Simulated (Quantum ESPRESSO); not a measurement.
## AlN in Quantum ESPRESSO: the effect of target pressure

Crystal: AlN.

```
Al N
1.0
     3.11300    0.00000    0.00000
    -1.55650    2.69594    0.00000
     0.00000    0.00000    4.98100
Al N
2 2
Direct
  0.66667 0.33333 0.50000
  0.33333 0.66667 0.00000
  0.66667 0.33333 0.88000
  0.33333 0.66667 0.38000
```

Alike in all runs:

```yaml
Program: Quantum ESPRESSO 7.5
Task: phonons
Functional: PBE
Potentials_or_basis: GBRV 1.5 PBE
Cutoff: 612 eV
Density_cutoff: 4898 eV
k_mesh: 6 × 6 × 4, shifted
Occupations: fermi-dirac, width 0.05 eV
Spin: no spin polarisation
```

Each run relaxes the cell or the atoms first.

```csv
target pressure,relaxed volume (Å³/atom),dielectric constant (mean),highest phonon frequency (cm⁻¹)
0 GPa,10.67,4.60,706
5 GPa,?,?,?
10 GPa,10.18,4.51,744
20 GPa,9.78,4.44,779
40 GPa,9.14,4.34,841
```

**Question.** What does the run with target pressure 5 GPa give?

**Answer.** Relaxed volume 10.41 Å³/atom; dielectric constant 4.55 mean; highest phonon frequency 726 cm⁻¹.

Worked out: In Murnaghan's law V^(-B') rises as a straight line in P. The other rows fit best with B' = 3.3, V0 = 10.67 Å³/atom and B0 = 198 GPa, which gives 10.41 Å³/atom at 5 GPa, against the run's 10.41. A parabola through the other rows of the dielectric constant, of slope -0.0088  per GPa there, gives 4.55 , against the run's 4.55. A parabola through the other rows of the highest phonon frequency, of slope 3.79 cm⁻¹ per GPa there, gives 725 cm⁻¹, against the run's 726.

Caveats: the cell is more than 3 GPa from zero pressure, which shifts response properties (some runs).
